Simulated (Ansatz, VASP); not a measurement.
## One calculation of Al2O3, 5 ways

The starting cell:

```
Al O
1.0
     2.38025    1.37424    4.33187
    -2.38025    1.37424    4.33187
     0.00000   -2.74848    4.33187
Al O
4 6
Direct
  0.85216 0.85216 0.85216
  0.64784 0.64784 0.64784
  0.14784 0.14784 0.14784
  0.35216 0.35216 0.35216
  0.05668 0.75000 0.44332
  0.75000 0.44332 0.05668
  0.44332 0.05668 0.75000
  0.94332 0.25000 0.55668
  0.25000 0.55668 0.94332
  0.55668 0.94332 0.25000
```

Alike in all runs: task relaxation of cell and atoms; functional PBE; k mesh 7 × 7 × 7; occupations fermi-dirac, width 0.05 eV; no spin polarisation; no spin-orbit coupling.

```csv
program and potentials,plane-wave cutoff (eV),notes,equilibrium volume (Å³/atom)
"Ansatz, Ansatz PAW",420,-,8.76
"VASP, PBE PAW files Al, O, release 54, 580 eV",580,-,8.74
"VASP, PBE PAW files Al, O_s, 480 eV",480,-,8.74
"VASP, PBE PAW files Al, O, release 54, 600 eV",600,-,8.74
"VASP, PBE PAW files Al, O_h, 980 eV",980,-,8.75
```

The equilibrium volume spans 8.74 (VASP, PBE PAW files Al, O, release 54, 600 eV) to 8.76 Å³/atom (Ansatz, Ansatz PAW). Relaxations stop with a little pressure left, so the last digit of a volume isn't settled.

The functional is the same throughout but for its coding, so the spread measures potentials, basis and numerics; runs on potential files found faulty are left out.

The five volumes for corundum are practically the same, and the soft, standard and hard oxygen potentials can't be told apart by them in any meaningful way. The bonding makes this plausible. Aluminium gives up most of its 3s and 3p charge to oxygen, leaving a compact, chemically inert 2p shell that a frozen core describes well. The demanding part is the localised O 2p density, but the Al–O contacts are long enough that even a soft oxygen potential probably keeps its accuracy. The lattice is also very stiff, so a small error in the stress shifts the volume only slightly.

Agreement among the runs says nothing about the error they share. PBE typically underbinds oxides of this kind, and all five volumes are indeed somewhat larger than the measured one, an offset that better potentials or a higher cutoff wouldn't remove. Nor does the good result for the soft oxygen potential carry over to much shorter bonds, such as that in molecular oxygen, which enters the formation energy.
